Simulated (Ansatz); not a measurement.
# Ni (Fm-3m) in Ansatz: single point with PBEsol+D3(BJ)+ATM

Aim: the single point of Ni with PBEsol+D3(BJ)+ATM.

Program: Ansatz 0.2.0. These are calculated values, not measurements. Logs are shortened: lines on timing, memory, paths and dates and some standing lists are left out, and cuts for length are marked.

### Step 1. The undisturbed crystal

It takes space group Fm-3m (No. 225, cubic). The conventional cell has a = 3.475 Å, b = 3.475 Å, c = 3.475 Å, α = 90.00°, β = 90.00°, γ = 90.00°. Ni (site symmetry m-3m) has 12 Ni at 2.46 Å as nearest neighbours.

### Step 2. Single point, PBEsol+D3(BJ)+ATM, collinear spin, random start (volume scaled by 1.15)

Contents of input.yaml:

```yaml
crystal:
  lattice:
    - [0.0, 1.8204370098, 1.8204370098]
    - [1.8204370098, 0.0, 1.8204370098]
    - [1.8204370098, 1.8204370098, 0.0]
  atoms:
    - { symbol: Ni, position: [0.0, 0.0, 0.0], spin: 0.89 }
kpoints:
  mp_grid: { grid: [13, 13, 13] }
scf:
  occupations: { method: tetrahedron }
hamiltonian:
  xc: pbesol
  dispersion: d3bjatm
  pseudopotentials:
    kind: all_electron
    lapw: { basis_error: 0.001 }
    relativity: none
magnetization:
  spin_polarized: true
output:
  forces: true
  stress: true
  eigenvalues: true
```

Potentials or basis: all-electron LAPW, non-relativistic.

The run is started by

```
$ ansatz run input.yaml --threads 2 --pin off --max-ram 6144MiB --backend cpu --events-out ev --progress --plain --runs-dir out
```

Log:

```text
Warning: output.forces, output.stress, relax.cell or npt_langevin: where a Kohn–Sham band that disperses or a degenerate level is filled in part under the method tetrahedron, the forces or the stress that this run publishes need not agree with its energy (scf.occupations.method in the input reference, under Limitations); prefer a smearing scheme for the forces or the stress
Warning: RAYON_NUM_THREADS=2 ignored (pool sized by the plan → 2); use --threads N
LAPW: plane waves up to 8.671 Å⁻¹, error target 1.0e-3 eV per atom; Ni in spheres of 1.287 Å, 18 of its electrons in bands, Dirac shells [] (how accurate: hamiltonian.pseudopotentials.lapw.basis_error, Limitations)
Engine: ansatz 0.2.0, x86_64-unknown-linux-gnu
Pseudopotentials: kind: all_electron
Pseudopotential: Ni, LAPW, valence charge 18, lapw/all_electron/none/Ni, Schrödinger's equation, point nucleus
Functional definition: PBEsol
  exchange = pbesol_x
  correlation = pbesol_c
davidson cushion auto → on  (no smearing: the cushion is to keep the highest requested band from converging to the state above it; pin scf.eigensolver.cushion to override)
Crystal: 1 atoms, lattice volume = 12.066 Å³
Basis set: ecut = 286.441828553471 eV, 137 PW (Γ), exchange–correlation at level 2
Bands: 14, of which v1, the nominal top of the filled ones, is band 9 counted from 1 (8 counted from 0)
Symmetry: 48 space group operations
Space group: Fm-3m (ITA 225), of the structure as read, at distance tolerance 2.3e-5 Å
Magnetic group: BNS 225.116 (UNI 1618), of the structure as read, at distance tolerance 2.3e-5 Å
k-points: 84 of 2197
Non-local potential: Ni, projectors of the file, none
Initial density: superposition of atomic densities (chi_scale 0.1, normalization cell)
Starting moments: Σ|m| = 0.89 μB on 1 of 1 site
Initial wavefunctions: plane waves of lowest kinetic energy (no species holds an atomic orbital)
Functional: x = pbesol(κ = 0.804, μ = 0.12345679012345678), c = pbesol(β = 0.046)
iter 1 solved again at ethr=3.65e-5 eV; its pass at ethr=1.00e-1 eV (dr2=6.56e-3 eV) is discarded
SCF iter   1: F=—  HF=-41007.857928 eV  |F-HF|=—  |Δ(HF+E_count)|=         —  Δρ=1.31e-2 (↑1.09e-2 ↓1.31e-2)  dr2=6.51e-3  dr2_m=1.38e-2  M=0.630 μB ∫|m|=0.692 μB  β_m=0.30  ethr=3.65e-5  ⟨swp⟩=3.5  Hψ=18194  notcnv=0
preconditioner: auto → none  [metal: no gap  n_scr=0 (ndim 8)  ℏωp=33.8 eV  f_vac=0.000]
iter 2 solved again at ethr=3.10e-6 eV; its pass at ethr=3.62e-5 eV (dr2=5.58e-4 eV) is discarded
SCF iter   2: F=—  HF=-41007.841961 eV  |F-HF|=—  |Δ(HF+E_count)|=   1.60e-2  Δρ=6.63e-3 (↑6.63e-3 ↓6.31e-3)  dr2=5.57e-4  dr2_m=4.33e-3  M=0.664 μB ∫|m|=0.731 μB  β_m=0.30  ethr=3.10e-6  ⟨swp⟩=2.0  Hψ=12673  notcnv=0
SCF iter   3: F=—  HF=-41007.833269 eV  |F-HF|=—  |Δ(HF+E_count)|=   8.69e-3  Δρ=5.76e-3 (↑5.43e-3 ↓5.76e-3)  dr2=4.53e-4  dr2_m=3.34e-3  M=0.638 μB ∫|m|=0.715 μB  β_m=0.30  ethr=3.10e-6  ⟨swp⟩=3.0  Hψ=7673  notcnv=0
SCF iter   4: F=—  HF=-41007.833514 eV  |F-HF|=—  |Δ(HF+E_count)|=   2.45e-4  Δρ=4.01e-3 (↑4.01e-3 ↓3.93e-3)  dr2=8.61e-6  dr2_m=1.74e-3  M=0.635 μB ∫|m|=0.717 μB  β_m=0.30  ethr=2.51e-6  ⟨swp⟩=3.0  Hψ=7473  notcnv=0
SCF iter   5: F=—  HF=-41007.834673 eV  |F-HF|=—  |Δ(HF+E_count)|=         —  Δρ=3.02e-3 (↑3.02e-3 ↓3.02e-3)  dr2=1.37e-6  dr2_m=1.01e-3  M=0.630 μB ∫|m|=0.716 μB  β_m=0.30  ethr=4.78e-8  ⟨swp⟩=3.5  Hψ=8373  notcnv=0
the basis was enlarged: its passes take 786.0 KiB over the memory plan, 2 of 2 planned eigensolver slots
SCF iter   6: F=—  HF=-41007.835367 eV  |F-HF|=—  |Δ(HF+E_count)|=   6.94e-4  Δρ=2.27e-3 (↑2.27e-3 ↓2.27e-3)  dr2=2.01e-7  dr2_m=5.71e-4  M=0.626 μB ∫|m|=0.716 μB  β_m=0.30  ethr=7.63e-9  ⟨swp⟩=4.0  Hψ=9168  notcnv=0
Mixer restart at iter 6: flushing history
spin-set hold released at iteration 6 (site moments contracting): the magnetisation degrees of freedom join the quasi-Newton model from the next iteration; the mixer history was flushed
SCF iter   7: F=—  HF=-41007.835747 eV  |F-HF|=—  |Δ(HF+E_count)|=   3.80e-4  Δρ=1.72e-3 (↑1.72e-3 ↓1.72e-3)  dr2=1.82e-7  dr2_m=3.27e-4  M=0.623 μB ∫|m|=0.715 μB  β_m=0.65  ethr=1.12e-9  ⟨swp⟩=4.0  Hψ=9519  notcnv=0
SCF iter   8: F=—  HF=-41007.836257 eV  |F-HF|=—  |Δ(HF+E_count)|=   5.11e-4  Δρ=1.74e-4 (↑1.11e-4 ↓1.74e-4)  dr2=3.30e-6  dr2_m=8.55e-7  M=0.615 μB ∫|m|=0.716 μB  β_m=0.49  ethr=1.01e-9  ⟨swp⟩=5.0  Hψ=10869  notcnv=0
SCF iter   9: F=—  HF=-41007.836169 eV  |F-HF|=—  |Δ(HF+E_count)|=   8.84e-5  Δρ=3.78e-5 (↑3.78e-5 ↓3.45e-5)  dr2=1.95e-7  dr2_m=3.61e-8  M=0.614 μB ∫|m|=0.715 μB  β_m=0.56  ethr=1.01e-9  ⟨swp⟩=3.4  Hψ=8807  notcnv=0
SCF iter  10: F=—  HF=-41007.836173 eV  |F-HF|=—  |Δ(HF+E_count)|=   4.46e-6  Δρ=1.43e-5 (↑1.43e-5 ↓1.28e-5)  dr2=8.57e-9  dr2_m=1.39e-8  M=0.614 μB ∫|m|=0.715 μB  β_m=0.78  ethr=1.01e-9  ⟨swp⟩=3.0  Hψ=7781  notcnv=0
SCF iter  11: F=—  HF=-41007.836172 eV  |F-HF|=—  |Δ(HF+E_count)|=   1.62e-6  Δρ=3.02e-6 (↑2.24e-6 ↓3.02e-6)  dr2=2.53e-10  dr2_m=6.54e-10  M=0.614 μB ∫|m|=0.715 μB  β_m=0.89  ethr=4.76e-11  ⟨swp⟩=4.0  Hψ=8976  notcnv=0
SCF iter  12: F=-41007.836171 eV  HF=-41007.836171 eV  |F-HF|=2.40e-10  |Δ(HF+E_count)|=   9.81e-7  Δρ=6.30e-7 (↑4.13e-7 ↓6.30e-7)  dr2=5.03e-12  dr2_m=2.93e-11  M=0.614 μB ∫|m|=0.715 μB  ethr=1.40e-12  ⟨swp⟩=4.0  Hψ=9415  notcnv=0
SCF 1 converged in 12 iterations: F = -41007.836171 eV  dr2 = 5.03e-12
this state was not tested for a lower state beside it, because cold or Methfessel-Paxton smearing, or corrected tetrahedra, fill the levels in a way that the test cannot read (fill_not_monotonic; see scf.lower_state_search)
SCF converged after 12 iterations
Magnetization: 0.6143 μB (9.3072 up, 8.6928 down)
Absolute magnetization: 0.7152 μB (∫|ρ↑−ρ↓|)
Spin contamination: 0.0087 ħ² per cell (⟨S²⟩ above its minimum at these occupations)
Per-site moments (μB) at R_I (Å): [(0.6400024414057999, 1.2872433351711106)]
Free energy (F): -41007.836171 eV
Harris-Foulkes:  -41007.836171 eV  (|F-HF|=2.40e-10)
Internal energy: -41007.836041 eV  (E = F + TS)
E sigma→0 (E₀):  -41007.836171 eV
Entropy (-TS):   -0.000129 eV (-0.129 meV/atom)
Fermi energy:    15.857850 eV
--- Per-component energies (eV) ---
  E_band       = -307.619709
  E_kinetic    = 40967.639059
  E_xc         = -1679.002349
  E_electrostatic = -80296.133983  (all electrons and nuclei)
  E_disp       = -0.338768  (pairwise vdW)
  E_smearing   = -0.000129  (= −TS)
  E_closure    = 0.000000  (closes the sum)
  E_atoms      = -40999.668659  (free atoms, spherical and without spin; not in F)
  Σ components = -41007.836171   (vs F -41007.836171, Δ=0.00e0)
  Basis errors (estimates in eV, not in F): energy 2.5e-4 per atom: plane waves 2.1e-4 (1.1e-4 summed), levels above the bands 0.0e0, relativity 0.0e0, radial functions 3.9e-5, core shells 7.2e-10; eigenvalues (radial functions only) 5.2e-6; not estimated: angular momenta, meshes, grids; target (lapw.basis_error) 1.0e-3; muffin-tin radii Ni 1.287 Å
--- Forces (eV/Å), atoms counted from 1 ---
  atom   1  Ni     0.00000000     0.00000000     0.00000000
  max |Σ_I F_I| component: 4.72e-32 eV/Å
--- Stress (GPa, compression-positive) ---
      -22.868428       0.000000       0.000000
        0.000000     -22.868428      -0.000000
        0.000000      -0.000000     -22.868428
  P = ⅓ Tr σ = -22.8684 GPa (-228.684 kbar)
--- Band table (eV; the first three rows and the last of 168) ---
  k-point 0 ↑: bands = ["-83.9755", "-46.7415", "-46.7415", "-46.7415", "7.7069", "13.6483", "13.6483", "13.6483", "14.6829", "14.6829", "38.4780", "41.7113", "41.7113", "41.7113"]
  k-point 1 ↑: bands = ["-83.9741", "-46.7507", "-46.7429", "-46.7429", "7.9190", "13.5989", "13.6920", "13.6920", "14.6654", "14.6654", "37.3987", "39.7881", "41.1205", "41.1205"]
  k-point 2 ↑: bands = ["-83.9701", "-46.7760", "-46.7466", "-46.7466", "8.5377", "13.4797", "13.7911", "13.7911", "14.6430", "14.6430", "33.9235", "39.1652", "40.2570", "40.2570"]
  k-point 83 ↓: bands = ["-83.1324", "-46.0627", "-46.0492", "-46.0077", "12.9443", "13.5713", "13.8333", "15.2186", "16.1354", "21.9824", "23.8406", "25.7972", "26.7238", "43.3401"]
```

Run time: 7.1 s. Hardware: 2 threads of Intel Xeon 6975P-C (Granite Rapids), shared host; peak memory 0.35 GiB.

Results:

- Free energy: -41007.8362 eV
- Pressure: -22.9 GPa
- Band gap on the k mesh: none (metal or under the smearing width)
- Net moment: 0.61 μB per cell
- Absolute moment: 0.72 μB per cell
- Site moments: Ni +0.64 μB

Caveat: pairwise dispersion overbinds metals, which lowers pressure and volume; with tetrahedron occupations forces and stress needn't match the slope of the energy.
